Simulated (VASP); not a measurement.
A run of VASP 6.6.1 is set up as follows.

File POSCAR:

```
CdS
1.0
    0.0000000000      2.7532440000      2.7532440000
    2.7532440000      0.0000000000      2.7532440000
    2.7532440000      2.7532440000      0.0000000000
Cd S
1 1
Direct
    0.0000000000      0.0000000000      0.0000000000
    0.5000000000      0.5000000000      0.5000000000
```

Contents of INCAR.step1:

```
PREC = Accurate ; ENCUT = 520
ISMEAR = 0 ; SIGMA = 0.1
LREAL = F ; LASPH = T
NELM = 100 ; NBANDS = 16
GGA = PE ; ALGO = Normal
EDIFF = 1E-4 ; LWAVE = T
LCHARG = F
```

INCAR.step2

```
PREC = Accurate ; ENCUT = 520
EDIFF = 1E-6 ; ISMEAR = 0
SIGMA = 0.1 ; LREAL = F
LASPH = T ; NELM = 100
ALGO = Normal ; ISIF = 2
LWAVE = F ; LCHARG = F
METAGGA = R2SCAN ; LMIXTAU = T
NBANDS = 16 ; ISTART = 1
```

File KPOINTS:

```
Automatic mesh
0
Gamma
  6 6 6
```

Potentials or basis: VASP PAW PBE potentials, release 64 (Cd, S).

The run is started by

```bash
$ cat potpaw_PBE.64/Cd/POTCAR potpaw_PBE.64/S/POTCAR > POTCAR
$ cp INCAR.step1 INCAR
$ mpirun -np 1 vasp_std > vasp.out
$ cp INCAR.step2 INCAR
$ mpirun -np 1 vasp_std > vasp.out
```

Task: Estimate the pressure.

Result: -1.8 GPa.

Task: What does it give for the band gap on the k mesh?

Result: 0.73 eV, indirect (least direct gap 2.15 eV).

Caveat: the PAW data sets were made with another functional, which shifts forces and pressure a little. r2SCAN opens gaps a little over a GGA but as a rule still falls short of measured ones.
